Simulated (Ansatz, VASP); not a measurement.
# ZnS in two plane-wave programs, part 2 of 2

Aim: how closely do two programs agree when they are given the same cell, functional and k mesh?

VASP 6.6.1 and Ansatz 0.2.0.

So far: Starting point; VASP: band structure, HSEsol.

The database entry behind the starting cell differs from later determinations by our own check (about 0.1 % short), so it need not match the best structure at ambient conditions.

## 3. Ansatz: band structure, HSEsol

Level of this step: Ansatz beside VASP: Kohn-Sham DFT, plane waves, HSEsol (Ansatz).

Ansatz runs on its default PAW (the set named soft_2) files.

The same cell, functional, mesh and smearing now go to Ansatz, which takes its cutoff from its data sets.

Contents of input.yaml:

```yaml
crystal:
  lattice:
    - [0.0, 2.702, 2.702]
    - [2.702, 0.0, 2.702]
    - [2.702, 2.702, 0.0]
  atoms:
    - { symbol: Zn, position: [0.25, 0.25, 0.25] }
    - { symbol: S, position: [0.0, 0.0, 0.0] }
hamiltonian:
  xc:
    exchange: hjs_pbesol
    correlation: pbesol
    exx: { coeff: 0.25, omega: 0.2 }
  pseudopotentials: { kind: paw }
kpoints:
  mp_grid: { grid: [5, 5, 5] }
  band_path:
    path:
      - [0.0, 0.0, 0.0]
      - [0.5, 0.0, 0.5]
      - [0.5, 0.2, 0.7]
      - [0.4, 0.35, 0.75]
      - [0.15, 0.15, 0.3]
      - [0.2, 0.2, 0.2]
      - [0.55, 0.4, 0.55]
      - [0.6, 0.25, 0.65]
      - [0.5, 0.25, 0.75]
      - [0.5, 0.5, 0.5]
      - [0.375, 0.375, 0.75]
      - [0.5, 0.0, 0.5]
    npoints: 1
scf:
  occupations: { method: gaussian, width: 0.02 }
  n_extra_bands: 7
output:
  forces: true
  stress: true
  eigenvalues: true
```

Started as:

```sh
> ansatz run input.yaml --threads 4 --pin off --max-ram 9216MiB --backend cpu --events-out ev --progress --plain --runs-dir out
```

Numbers of over 12 decimals in the logs are rounded to 6 here.

The program printed:

```text
Warning: output.stress: scf.convergence.dr2_threshold = 1e-7 eV (the SCF's general default) is looser than the 2e-10 eV advised for a printed stress (1e-10 eV for each atom of the cell: 2). What an SCF threshold leaves in a stress goes as its square root, and in the free energy as the threshold itself, and one threshold admits the most on a small cell: [figures from the program's tests cut] Set scf.convergence.dr2_threshold to 2e-10 eV or tighter. The threshold is an SCF's pass mark: one that does not reach it within its budget of iterations ends unconverged, or closes short of it on a stop that the run arms, and scf.convergence.dr2_threshold's page says what that costs each kind of run
Warning: output.stress: scf.exx.energy_threshold = 1e-6 eV is looser than the 2e-8 eV advised for a stress under a hybrid functional (1e-8 eV for each atom of the cell: 2). Every SCF of the exchange loop can meet its threshold on dr2 while the loop round them stops early: no threshold on dr2 bounds what that leaves in the stress. Set scf.exx.energy_threshold to 2e-8 eV or tighter. The threshold is the loop's pass mark: a loop that does not reach it within its budget of cycles ends unconverged, and scf.exx.energy_threshold's page has the law
scf.n_extra_bands = 7 over 9 filled bands (N_el = 18.0): the run solves 16 bands
Engine: ansatz 0.2.0, aarch64-unknown-linux-gnu
Pseudopotentials: kind: paw
Pseudopotential: Zn, paw, valence charge 12, recommended cutoff 420 eV (normal), Zn.paw.azcp
Pseudopotential: S, paw, valence charge 6, recommended cutoff 420 eV (normal), S.paw.azcp
Functional definition: unnamed
  parameter a_1 = 0.25
  parameter omega_1 = 0.2/angstrom
  exchange = pbe_x(mu = 0.123457) + (-a_1)*hjs_pbesol_x_sr(omega_1) + a_1*exact_x_sr(omega_1)
  correlation = pbe_c(beta = 0.046)
Crystal: 2 atoms, lattice volume = 39.454 Å³
Basis set: ecut = 420 eV, 749 PW (Γ), exchange–correlation on 54×54×54 points (8 copies of the dense FFT grid, shifted against one another)
Bands: 16, of which v1, the nominal top of the filled ones, is band 9 counted from 1 (8 counted from 0)
Symmetry: 24 space group operations
Space group: F-43m (ITA 216), of the structure as read, at distance tolerance 3.4e-5 Å
k-points: 10 of 125 (time reversal used)
Non-local potential: Zn, projectors of the file, l = 0: 2, l = 1: 2, l = 2: 3, l = 3: 1
Non-local potential: S, projectors of the file, l = 0: 2, l = 1: 2, l = 2: 2
PAW form: soft (Blöchl's): semilocal exchange-correlation on the pseudo side does not see the compensation charge
PAW frozen core: Zn, regenerated for the run's functional, and the local potential with it (the file was generated under x = pbe(κ = 0.804, μ = 0.219515), c = pbe(β = 0.066725))
PAW frozen core: S, regenerated for the run's functional, and the local potential with it (the file was generated under x = pbe(κ = 0.804, μ = 0.219515), c = pbe(β = 0.066725))
PAW one-centre angular grid: Zn, 590 points (default); XC on 64 Gauss nodes
PAW one-centre angular grid: S, 110 points (default); XC on 64 Gauss nodes
Initial density: superposition of atomic densities (neutral atoms: chi_scale 0, normalization atom), corrected by the library's trained network
Initial wavefunctions: pseudopotential atomic-orbital guess
Functional: x = pbesol(κ = 0.804, μ = 0.123457), c = pbesol(β = 0.046), warm-up for x = hjs_pbesol + 0.25 (exact − hjs_pbesol) at short range (ω = 0.2 Å⁻¹), c = pbesol(β = 0.046)
SCF iter   1: F=—  HF=-4167.424965 eV  |F-HF|=—  |Δ(HF+E_count)|=         —  Δρ=5.22e-3  dr2=1.49e-2  ethr=1.77e-3  ⟨swp⟩=10.2  Hψ=842  notcnv=0
preconditioner: auto → none  [insulator: Δε(μ)=1.919 eV  Ē_g=14.669 eV  σ=0.020 eV  W_gap=1.00  n_scr=14 (ndim 8)  ℏωp=25.1 eV  f_vac=0.026  D(μ)=0.00/eV (n_scr^D=0)]
iter 2 solved again at ethr=1.42e-6 eV; its pass at ethr=8.28e-5 eV (dr2=2.55e-4 eV) is discarded
SCF iter   2: F=-4167.420295 eV  HF=-4167.420318 eV  |F-HF|=2.31e-5  |Δ(HF+E_count)|=   4.65e-3  Δρ=9.30e-4  dr2=2.35e-4  ethr=1.42e-6  ⟨swp⟩=3.3  Hψ=729  notcnv=0  defer=1
SCF 1 stopped early in 2 iterations: F = -4167.420295 eV  dr2 = 2.35e-4
  greatest PAW one-centre occupation: 0.983 electrons in one spin orbital (limit 2), on the Zn atom at site 0 (counted from 0), in its partial waves of l = 2
Initial density: handed on by an earlier stage of this run
Initial wavefunctions: those handed on with the density
Functional: x = hjs_pbesol + 0.25 (exact − hjs_pbesol) at short range (ω = 0.2 Å⁻¹), c = pbesol(β = 0.046)
Exchange kernel: α = 0.2500, screened, ω = 0.2000 Å⁻¹, Wigner–Seitz truncation, v(0) = 1123.8239 eV·Å³, q-mesh 5×5×5, nearest image of the exchange supercell L = 19.11 Å, pair-density grid 15×15×15, without the augmentation charges, whose exchange is taken in its separable form by FFT convolution over the k-point mesh (sized by the pseudopotential files, 24×24×24 at the most), smooth part of the exact exchange by density-matrix convolution
Frozen-core exchange: fock
SCF iter   1: F=—  HF=-4184.149238 eV  |F-HF|=—  |Δ(HF+E_count)|=         —  Δρ=2.22e-2  dr2=1.02e-1  ethr=1.31e-5  ⟨swp⟩=5.6  Hψ=724  notcnv=0
preconditioner: auto → none  [insulator: Δε(μ)=3.206 eV  Ē_g=17.487 eV  σ=0.020 eV  W_gap=1.00  n_scr=14 (ndim 8)  ℏωp=25.1 eV  f_vac=0.024  D(μ)=0.00/eV (n_scr^D=0)]
SCF iter   2: F=—  HF=-4184.119921 eV  |F-HF|=—  |Δ(HF+E_count)|=   2.93e-2  Δρ=3.62e-3  dr2=6.73e-3  ethr=1.31e-5  ⟨swp⟩=4.3  Hψ=574  notcnv=0
SCF iter   3: F=—  HF=-4184.113092 eV  |F-HF|=—  |Δ(HF+E_count)|=   6.83e-3  Δρ=3.18e-3  dr2=2.82e-3  ethr=1.31e-5  ⟨swp⟩=4.0  Hψ=519  notcnv=0
SCF iter   4: F=—  HF=-4184.112952 eV  |F-HF|=—  |Δ(HF+E_count)|=   1.40e-4  Δρ=7.60e-4  dr2=1.46e-3  ethr=9.22e-6  ⟨swp⟩=2.0  Hψ=260  notcnv=0
SCF iter   5: F=—  HF=-4184.122590 eV  |F-HF|=—  |Δ(HF+E_count)|=   9.64e-3  Δρ=1.95e-3  dr2=8.59e-4  ethr=8.26e-7  ⟨swp⟩=4.1  Hψ=534  notcnv=0
SCF iter   6: F=—  HF=-4184.122264 eV  |F-HF|=—  |Δ(HF+E_count)|=   3.26e-4  Δρ=1.71e-4  dr2=2.31e-5  ethr=8.26e-7  ⟨swp⟩=4.0  Hψ=403  notcnv=0
SCF iter   7: F=—  HF=-4184.122367 eV  |F-HF|=—  |Δ(HF+E_count)|=   1.03e-4  Δρ=2.07e-4  dr2=1.06e-5  ethr=3.44e-8  ⟨swp⟩=3.8  Hψ=358  notcnv=0  defer=1
SCF iter   8: F=-4184.122363 eV  HF=-4184.122363 eV  |F-HF|=4.52e-8  |Δ(HF+E_count)|=   3.91e-6  Δρ=8.22e-6  dr2=8.20e-7  ethr=3.44e-8  ⟨swp⟩=3.1  Hψ=312  notcnv=0
SCF 2 stopped early in 8 iterations: F = -4184.122363 eV  dr2 = 8.20e-7
  greatest PAW one-centre occupation: 0.986 electrons in one spin orbital (limit 2), on the Zn atom at site 0 (counted from 0), in its partial waves of l = 2
hybrid outer 1: dexx = +9.646e-3 eV, tail = 3.69e-5 eV
Exchange kernel: α = 0.2500, screened, ω = 0.2000 Å⁻¹, Wigner–Seitz truncation, v(0) = 1123.8239 eV·Å³, q-mesh 5×5×5, nearest image of the exchange supercell L = 19.11 Å, pair-density grid 15×15×15, without the augmentation charges, whose exchange is taken in its separable form by FFT convolution over the k-point mesh (sized by the pseudopotential files, 24×24×24 at the most), smooth part of the exact exchange by density-matrix convolution
Frozen-core exchange: fock
SCF iter   1: F=—  HF=-4184.121779 eV  |F-HF|=—  |Δ(HF+E_count)|=         —  Δρ=1.24e-4  dr2=4.16e-6  ethr=1.02e-6  ⟨swp⟩=4.6  Hψ=396  notcnv=0
preconditioner: auto → none  [insulator: Δε(μ)=3.209 eV  Ē_g=17.192 eV  σ=0.020 eV  W_gap=1.00  n_scr=14 (ndim 8)  ℏωp=25.1 eV  f_vac=0.026  D(μ)=0.00/eV (n_scr^D=0)]
SCF iter   2: F=—  HF=-4184.121778 eV  |F-HF|=—  |Δ(HF+E_count)|=   9.51e-7  Δρ=1.42e-5  dr2=1.91e-7  ethr=1.93e-8  ⟨swp⟩=3.1  Hψ=327  notcnv=0
SCF iter   3: F=—  HF=-4184.121779 eV  |F-HF|=—  |Δ(HF+E_count)|=   9.74e-7  Δρ=2.05e-5  dr2=9.99e-8  ethr=1.74e-10  ⟨swp⟩=4.2  Hψ=479  notcnv=0  defer=1
SCF iter   4: F=-4184.121779 eV  HF=-4184.121779 eV  |F-HF|=8.97e-10  |Δ(HF+E_count)|=   3.83e-8  Δρ=1.60e-6  dr2=3.48e-9  ethr=1.74e-10  ⟨swp⟩=3.7  Hψ=346  notcnv=0
SCF 3 converged in 4 iterations: F = -4184.121779 eV  dr2 = 3.48e-9
  Residual-converged pass: ⟨swp⟩=3.0  Hψ=288  notcnv=0  max |occ|·‖R‖ = 2.2e-6 eV (tolerance 2.4e-6 eV)  dr2=3.48e-9  dr2_onsite=4.79e-10  max |Δocc| = 0.0e0
hybrid outer 2: dexx = +9.593e-7 eV, tail = 1.86e-8 eV, Δε = 3.46e-3 eV (about 9.44e-5 eV left of the loop's levels)
NSCF: frozen V_eff on 12 k-points
hybrid SCF converged: 2 outer / 12 inner (+2 warm-up), last move |dexx| = 9.59e-7 eV, tail = 1.86e-8 eV
Stability not checked: this state was not tested for a lower state beside it, because the functional holds exact exchange (a hybrid, or Hartree-Fock), whose exchange loop this test does not read (fock_operator; see scf.lower_state_search)
Free energy (F): -4184.121779 eV
Frozen-core exchange: fock
Harris-Foulkes:  -4184.121779 eV  (|F-HF|=8.97e-10)
Internal energy: -4184.121779 eV  (E = F + TS)
E sigma→0 (E₀):  -4184.121779 eV
Fermi energy:    6.572803 eV
--- Per-component energies (eV) ---
  E_band       = -29.368433
  E_kinetic    = 237.706058
  E_local      = -2052.580606  (includes V_loc(G=0)·N_el)
  E_nonlocal   = 649.184840
  E_hartree    = 861.405582
  E_xc         = -184.822013
  E_vxc        = -111.942997  (∫ρ·V_xc dr)
  E_exx        = -53.411523  (= α·E_x^exact, valence–valence)
  E_paw        = -2389.345577  (= ΣΔE_a)
  E_vpaw       = -367.723881  (= ΣTr[D̂ρ^β])
  E_aug_tail   = -0.000364  (compensation charges beyond the density's cutoff)
  E_ewald      = -1253.379294
  E_core_change = 1.121116  (= ΣΔE_core)
  E_smearing   = -0.000000  (= −TS)
  E_closure    = 0.000000  (closes the sum)
  Σ components = -4184.121779   (vs F -4184.121779, Δ=-9.09e-13)
--- Forces (eV/Å), atoms counted from 1 ---
  atom   1  Zn    -0.00000000     0.00000000    -0.00000000
  atom   2  S      0.00000000     0.00000000    -0.00000000
  max |Σ_I F_I| component: 1.11e-16 eV/Å
--- Stress (GPa, compression-positive) ---
       -1.667275       0.000000      -0.000000
        0.000000      -1.667275       0.000000
       -0.000000       0.000000      -1.667275
  P = ⅓ Tr σ = -1.6673 GPa (-16.673 kbar)
--- Band table (eV; the first three rows and the last of 10) ---
  k-point 0: bands = [... 5 lower, -2.5481, 4.9678, 4.9678, 4.9678, 8.1777, 12.5868, 12.5868, 12.5868, ... 3 higher]
  k-point 1: bands = [... 5 lower, -2.5497, 2.6509, 4.6142, 4.6142, 9.4976, 12.6951, 13.1286, 13.1286, ... 3 higher]
  k-point 2: bands = [... 5 lower, -2.5238, -0.1163, 4.1240, 4.1240, 9.4827, 13.1493, 13.1493, 14.6765, ... 3 higher]
  k-point 9: bands = [... 5 lower, -2.2275, 0.1946, 1.9230, 2.7824, 11.4628, 12.0287, 13.3094, 16.1451, ... 3 higher]
```

The job ended after 21 s (4 threads of Arm Neoverse V1, shared host; peak memory 0.75 GiB).

In the SCF lines HF is the Harris–Foulkes energy and dr2 the Hartree energy of the density residual, in eV; the loop may stop once dr2 is under the threshold and the program's other checks hold. Hψ counts applications of the Hamiltonian.

## 4. Comparison

Known differences besides the potentials themselves: exact exchange at q = 0 is treated differently, which shows on coarse meshes; VASP keeps PBE cores, Ansatz makes them for the functional; the cutoff is 420 eV in Ansatz and 400 eV in VASP; VASP takes a coarser grid for exact exchange (PRECFOCK = Fast). Total energies have different zeros and are not compared.

The two programs side by side:

```csv
quantity,Ansatz,VASP,difference
gap over the path points (eV),3.210,3.201,+0.009
```

Levels at points of the path, from each program's valence-band top (eV; 4 filled, then empty):

```csv
k (reciprocal lattice),Ansatz,VASP
0.000 0.000 0.000,-7.52 0.00 0.00 0.00 3.21 7.62 7.62,-7.45 0.00 0.00 0.00 3.20 7.62 7.62
0.500 0.000 0.500,-7.24 -5.04 -2.37 -2.37 4.26 5.18 12.43,-7.17 -5.05 -2.38 -2.38 4.25 5.17 12.44
0.500 0.200 0.700,-7.08 -4.89 -2.95 -2.85 6.28 7.10 9.65,-7.01 -4.91 -2.96 -2.86 6.28 7.09 9.66
0.400 0.350 0.750,-7.11 -4.93 -3.37 -2.00 5.25 7.23 10.44,-7.04 -4.95 -3.37 -2.01 5.24 7.23 10.47
0.150 0.150 0.300,-7.50 -2.67 -1.26 -0.32 5.27 7.31 8.30,-7.43 -2.67 -1.26 -0.32 5.26 7.31 8.30
0.200 0.200 0.200,-7.52 -2.32 -0.35 -0.35 4.53 7.73 8.16,-7.45 -2.32 -0.35 -0.35 4.52 7.73 8.16
0.550 0.400 0.550,-7.23 -5.43 -1.91 -1.20 5.40 7.39 8.82,-7.16 -5.45 -1.92 -1.20 5.39 7.39 8.83
0.600 0.250 0.650,-7.11 -4.93 -3.37 -2.00 5.25 7.23 10.44,-7.04 -4.95 -3.37 -2.01 5.24 7.23 10.47
0.500 0.250 0.750,-7.07 -4.87 -3.01 -2.90 6.68 7.51 9.13,-7.00 -4.89 -3.02 -2.91 6.69 7.50 9.14
0.500 0.500 0.500,-7.28 -5.66 -0.92 -0.92 4.46 8.11 8.11,-7.21 -5.67 -0.93 -0.93 4.44 8.12 8.12
```

Among the levels compared at these points, filled levels agree within 70 meV and empty ones within 30 meV.

## 5. Results

| Property | Result |
| --- | --- |
| difference in gap over the path points (band structure, HSEsol) | 0.0090 eV |

**Reading.** The difference in gap over the path points is 0.0090 eV (band structure, HSEsol), within the 0.08 eV picked in this series as the mark of a large difference. How closely two codes agree says nothing of how well the functional describes the real material.

[Lines on the potential files, build, host, timing and source positions are cut from VASP's logs without a mark.]

[Logs are printed without paths, hosts, clocks, repeated set-up lines and the standing remarks that a program may print on its own settings, such as how far it seeks lower states.]

[Hosts, paths, dates, database ids (printed as entryN), source tags and the programs' standing remarks are cut or masked in the printed files.]
